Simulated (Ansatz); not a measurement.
BeO (wurtzite)

```
BeO
1.0
    2.69049     0.00000     0.00000
   -1.34524     2.33003     0.00000
    0.00000     0.00000     4.36988
Be O
2 2
Cartesian
  1.34524   0.77668   0.00633
  0.00000   1.55335   2.19127
  1.34524   0.77668   2.72572
  0.00000   1.55335   0.54078
```

The slice is a (0001) plane (indices of the conventional cell) through the point (0.667, 0.333, 0.001) (fractional), spanned by u = [110] and v = [1 -1 0] in vectors of this cell: u (2.69 Å) and v (4.66 Å, at 90° to u). It covers one period; positions are fractions (u, v).

All values below come from r2SCAN (plane waves to 500 eV, PAW, scalar-relativistic; Ansatz, a program for electronic structure). k mesh 14×14×8. These are valence fields of a PAW run, semicore shells included where kept as valence: close to a nucleus they are smooth pseudo fields. BeO was relaxed with its symmetry unable to fall.

Predict the map of the electron localisation function (ELF) on the slice.


```
|xx0013455543100x|
|0000011222110000|
|3321100000001123|
|8764210000012467|
|9987521000125789|
|9998641000146899|
|9999853101358999|
|9999874101478999|
|9999974101479999|
|9999984101489999|
|9999983000389999|
|9999962000269999|
|9998740xxx047899|
|8776410xxx014677|
|5543100xxx001345|
|2211000000000112|
|0000112333211000|
|0001246787642100|
|0012578999875210|
|0014689999986410|
|0135899999998531|
|0147899999998741|
|0147999999999741|
|0148999999999841|
|0038999999999830|
|0026999999999620|
|xx0478999998740x|
|xx0146778776410x|
```
Scale: ten equal steps from 0.00 (start of '0') to 0.83 (end of '9'), in the order '0123456789'. Values: electron localisation function (ELF). The map has 16 points along u (one character each, u = 0 at the left) and 28 along v (v = 0 in the bottom row). Points within 0.3 Å of a nucleus are blanked (x), as the pseudised field means little there.
